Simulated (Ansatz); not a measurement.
**Ta in Ansatz: convergence with k mesh**

The system is Ta.

```
Ta
1.0
    -1.65128    1.65128    1.65128
     1.65128   -1.65128    1.65128
     1.65128    1.65128   -1.65128
Ta
1
Direct
  0.00000 0.00000 0.00000
```

* Program: Ansatz 0.2.0
* Task: convergence study
* Functional: PBEsol
* Potentials or basis: all-electron LAPW, scalar-relativistic
* Cutoff: 262 eV (chosen from the basis error)
* Basis error allowed: 0.001 eV/atom
* k mesh: 2 × 2 × 2
* Occupations: fermi-dirac, width 0.05 eV
* Spin: no spin polarisation

These are the settings of the first run; the series varies k mesh, with any setting tied to it.

Hardware: 1 thread of Arm Neoverse V2, with other jobs on the host.

| k mesh | energy less the tightest run, at zero smearing (meV/atom) | pressure (GPa) | SCF cycles | CPU time (s) | peak memory (GiB) |
| --- | --- | --- | --- | --- | --- |
| 2 × 2 × 2 | -769.41 | -29.59 | 6 | 0.96 | 0.21 |
| 4 × 4 × 4 | -95.76 | -3.72 | 6 | 1.4 | 0.21 |
| 6 × 6 × 6 | 82.16 | -1.96 | 8 | 2.5 | 0.23 |
| 7 × 7 × 7 | -30.68 | -3.12 | 6 | 2.5 | 0.23 |
| 9 × 9 × 9 | 16.16 | -3.95 | 8 | 4.3 | 0.25 |
| 11 × 11 × 11 | -9.17 | -4.40 | 8 | 6.4 | 0.27 |
| 13 × 13 × 13 | -2.16 | -3.37 | 8 | 9.3 | 0.3 |
| 16 × 16 × 16 | 0.00 | -3.72 | 8 | 15 | 0.36 |

Not settled before the last step: the energy (to 1 meV/atom), the pressure (to 0.1 GPa). Meshes of other sizes hit other points, so gaps and Fermi surfaces needn't settle smoothly. The tightest run that finished is the yardstick and may itself not be fully converged.

The run has no spin-orbit coupling, so splittings on Ta are missing.
